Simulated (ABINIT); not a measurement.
Set up this calculation in ABINIT 10.8.3 (patched build), as the native input.

```yaml
Task: single point
Functional: PBEsol
Potentials_or_basis: PseudoDojo NC SR PBEsol v0.4.1 standard
Cutoff: 1088 eV
k_mesh: 12 × 12 × 12
Occupations: fermi-dirac, width 0.05 eV
Spin: no spin polarisation
```

The system is Si2Mo.

```
Mo Si
1.0
    -1.60000    1.60000    3.93050
     1.60000   -1.60000    3.93050
     1.60000    1.60000   -3.93050
Mo Si
1 2
Cartesian
  0.0000 0.0000 0.0000
  0.0000 0.0000 5.2433
  0.0000 0.0000 2.6177
```

One way to write it, as run:

run.abi

```
# Pseudopotentials
pp_dirpath "./"
pseudos "Mo.upf, Si.upf"

# Structure
acell 3*1.0
rprim
    -3.0235617994     3.0235617994     7.4275685328
     3.0235617994    -3.0235617994     7.4275685328
     3.0235617994     3.0235617994    -7.4275685328
ntypat 2
znucl 42 14
natom 3
typat 1 2 2
xred
     0.0000000000     0.0000000000     0.0000000000
     0.6670000000     0.6670000000     0.0000000000
     0.3330000000     0.3330000000     0.0000000000

# Plane-wave basis
ecut 40.0

# k points
kptopt 1
ngkpt 12 12 12
nshiftk 1
shiftk 0.0 0.0 0.0

# Exchange and correlation
ixc -116133

# Bands and occupations
nband 15
occopt 3
tsmear 0.00183747

# SCF cycle
nstep 100
tolvrs 1.0e-10

# Output
iomode 3
prtwf 0
prtden 0
prteig 0
prtebands 0
```

Potentials or basis: PseudoDojo NC SR PBEsol v0.4.1 standard.

Launch:

```bash
$ abinit run.abi > log 2>&1
```

It gave:

* Pressure: -2.7 GPa
* Largest force: 0.323 eV/Å
* Band gap on the k mesh: none (metal or under the smearing width)
* Valence electrons inside the program's atomic spheres: Mo 10.59; Si 1.78

Run time: 6.6 min on 1 thread of Arm Neoverse V1, with other jobs on the host, peak memory 0.21 GiB.
